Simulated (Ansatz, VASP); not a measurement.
**One calculation of TiC, two programs**

The input INCAR:

```
PREC = Accurate ; ENCUT = 520
EDIFF = 1E-6 ; ISMEAR = 0
SIGMA = 0.1 ; LREAL = F
LASPH = T ; NELM = 100
ALGO = Normal ; ISIF = 2
LWAVE = F ; LCHARG = T
GGA = PS ; LELF = T
LVHAR = T ; NBANDS = 15
```

KPOINTS

```
regular mesh
0
Gamma
  12 12 16
```

The input POSCAR:

```
TiC
1.0
    2.9726300465     -0.0000000013     -0.0000886777
   -0.0000000013      2.9726300465     -0.0000886777
    1.4862493456      1.4862493456      2.1669671968
Ti C
1 1
Direct
    0.0000000000      0.0000000000      0.0000000000
    0.5000000000      0.5000000000      0.0000000000
```

Input for Ansatz:

```yaml
crystal:
  lattice:
    - [2.9726300465, -1.3e-09, -8.86777e-05]
    - [-1.3e-09, 2.9726300465, -8.86777e-05]
    - [1.4862493456, 1.4862493456, 2.1669671968]
  atoms:
    - { symbol: Ti, position: [0.0, 0.0, 0.0] }
    - { symbol: C, position: [0.5, 0.5, 0.0] }
basis:
  ecutwfc: 420
kpoints:
  mp_grid: { grid: [12, 12, 16] }
hamiltonian:
  xc: pbesol
scf:
  occupations: { method: gaussian, width: 0.1 }
  initial_density: { chi_scale: 0.0 }
output:
  forces: true
  eigenvalues: true
  stress: true
```

Alike in both runs: task single point; functional PBEsol; k mesh 12 × 12 × 16; occupations gaussian, width 0.1 eV; no spin polarisation.

```csv
,VASP,Ansatz
version,VASP 6.6.1,Ansatz 0.2.0
potentials or method,"VASP PAW PBE potentials, release 64 (Ti_sv, C)","scalar-relativistic, plane waves, PAW"
plane-wave cutoff (eV),520,420
valence electrons in the cell,16,16
```

|  | VASP | Ansatz | Ansatz less VASP |
| --- | --- | --- | --- |
| gap on the k mesh at the Fermi level (eV) | none | none | - |
| pressure (GPa) | 10.0 | 9.8 | -0.24 |
| largest component of the traceless stress (GPa) | 9.88 | 9.86 | -0.020 |

A gap of «none» marks a metal or a gap that the smearing closes.

Caveats: the PAW data sets were made with another functional, which shifts forces and pressure a little (VASP).
